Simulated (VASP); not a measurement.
Wanted: the native input for a VASP 6.6.1 run.

| Quantity | Value |
| --- | --- |
| Task | relaxation of cell and atoms |
| Functional | r2SCAN |
| Potentials or basis | VASP PAW PBE potentials, release 64 (Zr_sv, N) |
| Cutoff | 600 eV |
| k mesh | 14 × 14 × 14 |
| Occupations | methfessel-paxton, width 0.1 eV |
| Spin | no spin polarisation |
| Further INCAR settings | ALGO = Normal; EDIFF = 1e-07; IBRION = 2; EDIFFG = -0.005; NSW = 90; ISIF = 3 |

The structure of ZrN lies in POSCAR:

```
ZrN                                     
1.0
    0.0000000000      2.2940527787      2.2940527787
    2.2940527787      0.0000000000      2.2940527787
    2.2940527787      2.2940527787      0.0000000000
  Zr              N             
     1     1
Direct
     0.0000000000000000    0.0000000000000000    0.0000000000000000
     0.5000000000000000    0.5000000000000000    0.5000000000000000
```

The cell was built by a generator and needn't be a form met in nature.

The input as run:

INCAR

```
PREC = Accurate
ENCUT = 600
EDIFF = 1E-7
ISMEAR = 1
SIGMA = 0.1
LREAL = False
LASPH = True
NELM = 80
ALGO = Normal
ISIF = 3
LWAVE = False
LCHARG = False
METAGGA = R2SCAN
LMIXTAU = True
IBRION = 2
NSW = 90
EDIFFG = -0.005
```

KPOINTS

```
regular mesh
0
Gamma
  14 14 14
```

Potentials or basis: VASP PAW PBE potentials, release 64 (Zr_sv, N).

Run with:

```console
$ cat potpaw_PBE.64/Zr_sv/POTCAR potpaw_PBE.64/N/POTCAR > POTCAR
$ mpirun -np 1 vasp_std > vasp.out
```

Results of the run:

The pressure after relaxing is 0.0 GPa. The band gap on the k mesh is none (metal or under the smearing width).

Caveat: the relaxation stopped at its first step, so nothing moved; the PAW data sets were made with another functional, which shifts forces and pressure a little.

Wall time 3 min on 1 thread of AMD EPYC 9R45 (Zen 5), with other jobs on the host, peak memory 0.16 GiB.
